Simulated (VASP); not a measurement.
# MgTe (F-43m) in VASP: a series of runs

The runs below take MgTe through single point, with PBEsol.

Program: VASP 6.6.1. These are calculated values, not measurements. Logs are shortened: lines on timing, memory, paths and dates and some standing lists are left out, and cuts for length are marked.

## Step 1: Starting point

It takes space group F-43m (No. 216, cubic). Conventional cell: a = 6.464 Å, b = 6.464 Å, c = 6.464 Å, α = 90.00°, β = 90.00°, γ = 90.00°. Around Te (site symmetry -43m) lie 4 Mg at 2.80 Å. Mg (site symmetry -43m) has 4 Te at 2.80 Å as nearest neighbours.

The cell comes from a database or a generator and needn't be the stable form of this composition.

## Step 2: Single point, PBEsol

INCAR

```
SYSTEM = MgTe
ALGO     = Normal         ! electronic algorithm
EDIFF    = 1E-7           ! SCF threshold, eV
ENCUT    = 520            ! plane-wave cutoff, eV
GGA      = PS             ! functional
ISIF     = 2              ! what is computed and relaxed
ISMEAR   = 0              ! smearing method
LASPH    = .True.         ! aspherical terms in the spheres
LCHARG   = .False.        ! write CHGCAR
LREAL    = .False.        ! projectors in reciprocal space
LWAVE    = .False.        ! write WAVECAR
NELM     = 80             ! most SCF steps
PREC     = Accurate       ! precision mode
SIGMA    = 0.02           ! smearing width, eV
```

KPOINTS

```
k-points
0
Gamma
  7 7 7
  0 0 0
```

POSCAR

```
MgTe
4.5707
    0.000000000000      0.707112438773      0.707112438773
    0.707112438773      0.000000000000      0.707112438773
    0.707112438773      0.707112438773      0.000000000000
Te Mg
1 1
Direct
    0.2500000000      0.2500000000      0.2500000000
    0.0000000000      0.0000000000      0.0000000000
```

Potentials or basis: VASP PAW PBE potentials, release 54 (Te, Mg).

Started as:

```
cat potpaw_PBE.54/Te/POTCAR potpaw_PBE.54/Mg/POTCAR > POTCAR
mpirun -np 1 vasp_std > vasp.out
```

OUTCAR:

```text
SYSTEM = MgTe
   EDIFF = 1E-7
   ENCUT = 520
   GGA = PS
   ISIF = 2
   ISMEAR = 0
   LASPH = .True.
   LREAL = .False.
   NELM = 80
   PREC = Accurate

 ion  position               nearest neighbor table
   1  0.250  0.250  0.250-   2 2.80   2 2.80   2 2.80   2 2.80
   2  0.000  0.000  0.000-   1 2.80   1 2.80   1 2.80   1 2.80

  LATTYP: Found a face centered cubic cell.
 ALAT       =     6.4639976478

  Lattice vectors:

 A1 = (   0.0000000000,   3.2319988239,   3.2319988239)
 A2 = (   3.2319988239,   0.0000000000,   3.2319988239)
 A3 = (   3.2319988239,   3.2319988239,   0.0000000000)

Analysis of symmetry for initial positions (statically):
=====================================================================
 Subroutine PRICEL returns:
 Original cell was already a primitive cell.

 Routine SETGRP: Setting up the symmetry group for a
 face centered cubic supercell.

 Subroutine GETGRP returns: Found 24 space group operations
 (whereof 24 operations were pure point group operations)
 out of a pool of 48 trial point group operations.

The static configuration has the point symmetry T_d .

Analysis of symmetry for dynamics (positions and initial velocities):
=====================================================================
 Subroutine PRICEL returns:
 Original cell was already a primitive cell.

 Routine SETGRP: Setting up the symmetry group for a
 face centered cubic supercell.

 Subroutine GETGRP returns: Found 24 space group operations
 (whereof 24 operations were pure point group operations)
 out of a pool of 48 trial point group operations.

The dynamic configuration has the point symmetry T_d .

 Subroutine INISYM returns: Found 24 space group operations
 (whereof 24 operations are pure point group operations),
 and found     1 'primitive' translations

----------------------------------------------------------------------------------------

                                     Primitive cell

  volume of cell :      67.5217

  direct lattice vectors                    reciprocal lattice vectors
     0.000000000  3.231998824  3.231998824    -0.154703027  0.154703027  0.154703027
     3.231998824  0.000000000  3.231998824     0.154703027 -0.154703027  0.154703027
     3.231998824  3.231998824  0.000000000     0.154703027  0.154703027 -0.154703027

  length of vectors
     4.570736570  4.570736570  4.570736570     0.267953502  0.267953502  0.267953502

  position of ions in fractional coordinates (direct lattice)
     0.250000000  0.250000000  0.250000000
[... 78 lines left out ...]
   NFREE  =      0    steps in history (QN), initial steepest desc. (CG)
   ISIF   =      2    stress and relaxation
   ISYM   =      2    0-nonsym 1-usesym 2-fastsym
   POTIM  = 0.5000    time-step for ionic-motion
   TEBEG  =    0.0;   TEEND  =   0.0 temperature during run
   PSTRESS=    0.0 pullay stress
   NELECT =       8.0000    total number of electrons
   NUPDOWN=      -1.0000    fix difference up-down
   EMIN   =  10.00;   EMAX   =-10.00  energy-range for DOS
   EFERMI =   0.00;   METHOD = LEGACY
   ISMEAR =     0;   SIGMA  =   0.02  broadening in eV -4-tet -1-fermi 0-gaus
   EFERMI_NEDOS =   21; number of points for ismear=-14 and -15
   IALGO  =     38    algorithm
   IMIX   =      4    mixing-type and parameters
     AMIX     =   0.40;   BMIX     =  1.00
     AMIX_MAG =   1.60;   BMIX_MAG =  1.00
  volume/ion in A,a.u.               =      33.76       227.83
  Fermi-wavevector in a.u.,A,eV,Ry     =   0.804063  1.519460  8.796411  0.646518
  Thomas-Fermi vector in A             =   1.912049
   LORBIT       =      0    0 simple, 1 ext, 2 COOP (PROOUT), +10 PAW based schemes
   GGA     = PS    functional components
   LHFCALC =     F    Hartree Fock is set to
   AEXX    =    0.0000 exact exchange contribution
   IVDW    =     0    specifies the selected vdW correction
   LEPSILON=     F    determine dielectric tensor
   LRPA    =     F    only Hartree local field effects (RPA)
 non-spin polarized calculation
 Gauss-broadening in eV      SIGMA  =   0.02
  energy-cutoff  :      520.00
  volume of cell :       67.52
 maximum number of plane-waves:      1841
 NGX is ok and might be reduce to    36
   NGX = 17   NGY = 17   NGZ = 17

 number of electron       8.0000000 magnetization

 Free energy of the ion-electron system (eV)
  ---------------------------------------------------
  ext. energy  EPLUGINS =         0.00000000
  ---------------------------------------------------
  free energy    TOTEN  =        -6.89171745 eV

  energy without entropy =       -6.89171745  energy(sigma->0) =       -6.89171745

 E-fermi :   1.9217     XC(G=0):  -8.0002

 val. band max:        1.7771813371   @ k =   0.0000   0.0000   0.0000
 cond. band min:       4.0757513327   @ k =   0.0000   0.0000   0.0000
 fundamental gap:      2.2985699956
 Fermi energy:         1.9216769655

 k-point     1 :       0.0000    0.0000    0.0000
  band No.  band energies     occupation
      1      -8.4341      2.00000
      2       1.7772      2.00000
      3       1.7772      2.00000
      4       1.7772      2.00000
      5       4.0758      0.00000
      6       7.1918      0.00000
      7       7.1918      0.00000
      8       7.1918      0.00000
[... 199 lines left out ...]
 k-point    20 :      -0.2857    0.4286    0.1429
  band No.  band energies     occupation
      1      -7.6564      2.00000
      2      -0.9446      2.00000
      3      -0.2026      2.00000
      4       0.5666      2.00000
      5       5.8810      0.00000
      6       7.2674      0.00000
      7       8.2126      0.00000
      8       8.5858      0.00000

------------------------ aborting loop because EDIFF is reached ----------------------------------------

  FORCE on cell =-STRESS in cart. coord.  units (eV):
  Direction    XX          YY          ZZ          XY          YZ          ZX
  --------------------------------------------------------------------------------------
  -------------------------------------------------------------------------------------
  Total       -0.1614354     -0.1614354     -0.1614354      0.0000000      0.0000000      0.0000000
  in kB       -3.8305910     -3.8305910     -3.8305910      0.0000000      0.0000000      0.0000000
  external PRESSURE =      -3.8305910 kB  Pullay stress =       0.0000000 kB

 VOLUME and BASIS-vectors are now :
 -----------------------------------------------------------------------------
  energy-cutoff  :      520.00
  volume of cell :       67.52
      direct lattice vectors                 reciprocal lattice vectors
     0.000000000  3.231998824  3.231998824    -0.154703027  0.154703027  0.154703027
     3.231998824  0.000000000  3.231998824     0.154703027 -0.154703027  0.154703027
     3.231998824  3.231998824  0.000000000     0.154703027  0.154703027 -0.154703027

 POSITION                                       TOTAL-FORCE (eV/Angst)
 -----------------------------------------------------------------------------------
      1.61600      1.61600      1.61600        -0.000000     -0.000000     -0.000000
      0.00000      0.00000      0.00000         0.000000      0.000000      0.000000
 -----------------------------------------------------------------------------------
    total drift:                                0.000000      0.000000      0.000000

  FREE ENERGIE OF THE ION-ELECTRON SYSTEM (eV)
  ---------------------------------------------------
  free  energy   TOTEN  =        -6.8917174467 eV

  energy  without entropy=       -6.8917174467  energy(sigma->0) =       -6.89171745
```

stdout:

```text
POSCAR found type information on POSCAR TeMg
 POSCAR found :  2 types and       2 ions
 scaLAPACK will be used
 -----------------------------------------------------------------------------
|                                                                             |
|                                                                             |
|     You enforced a specific xc type in the INCAR file but a different       |
|     I HOPE YOU KNOW WHAT YOU ARE DOING!                                     |
|                                                                             |
 -----------------------------------------------------------------------------

 LDA part: xc-table for (Slater+PW92), standard interpolation
 POSCAR, INCAR and KPOINTS ok, starting setup
 FFT: planning ... GRIDC
 FFT: planning ... GRID_SOFT
 FFT: planning ... GRID
 WAVECAR not read
 entering main loop
```

Wall time 12 s (1 thread of Intel Xeon Platinum 8488C (Sapphire Rapids), shared host); peak memory 0.2 GiB.

Results:

- Free energy: -6.8917 eV
- Pressure: -0.4 GPa
- Band gap on the k mesh: 2.30 eV, direct

Levels at points of the mesh, in eV from the valence-band top:
| k point | band 2 | band 3 | band 4 | band 5 | band 6 | band 7 |
| --- | --- | --- | --- | --- | --- | --- |
| (0.00, 0.00, 0.00) | 0.00 | 0.00 | 0.00 | 2.30 | 5.41 | 5.41 |

Caveat: the PAW data sets were made with another functional, which shifts forces and pressure a little; spin-orbit coupling is left out, which moves the levels of the heavy elements.

## Step 3: Single point, PBEsol

run.py

```python
from ase import Atoms
from ase.calculators.vasp import Vasp
from ase.dft.bandgap import bandgap

atoms = Atoms(
    ['Te', 'Mg'],
    cell=[[0.0, 3.2319988239, 3.2319988239], [3.2319988239, 0.0, 3.2319988239], [3.2319988239, 3.2319988239, 0.0]],
    scaled_positions=[[0.25, 0.25, 0.25], [0.0, 0.0, 0.0]],
    pbc=True,
)
calc = Vasp(
    directory='calc',
    xc='pbesol',
    pp='PBE',
    setups='recommended',
    pp_version='54',
    prec='Accurate',
    encut=520,
    ediff=1e-07,
    ismear=0,
    sigma=0.02,
    lreal=False,
    lasph=True,
    nelm=60,
    algo='Fast',
    isif=2,
    lwave=False,
    lcharg=True,
    lelf=True,
    lvhar=True,
    kpts=[7, 7, 7],
    gamma=True,
    nbands=11,
)
atoms.calc = calc

print('energy (eV):', atoms.get_potential_energy())
print('free energy (eV):', atoms.get_potential_energy(force_consistent=True))
print('forces (eV/A):')
print(atoms.get_forces())
print('stress (eV/A^3, Voigt):', atoms.get_stress())
print('Fermi level (eV):', calc.get_fermi_level())
gap, top, bottom = bandgap(calc)
print('band gap (eV):', gap, 'from (spin, k, band)', top, 'to', bottom)
```

Potentials or basis: VASP PAW PBE potentials, release 54 (Te, Mg).

Started as:

```
python run.py
```

Wall time 18 s (1 thread of Intel Xeon Platinum 8488C (Sapphire Rapids), shared host); peak memory 0.2 GiB.

Results (log left out):

* Free energy: -6.8917 eV
* Pressure: -0.4 GPa
* Band gap on the k mesh: 2.30 eV, direct

Levels at points of the mesh, in eV from the valence-band top:
| k point | band 1 | band 2 | band 3 | band 4 | band 5 | band 6 | band 7 | band 8 |
| --- | --- | --- | --- | --- | --- | --- | --- | --- |
| (0.00, 0.00, 0.00) | -10.21 | 0.00 | 0.00 | 0.00 | 2.30 | 5.41 | 5.41 | 5.41 |

Caveat: the PAW data sets were made with another functional, which shifts forces and pressure a little; spin-orbit coupling is left out, which moves the levels of the heavy elements.
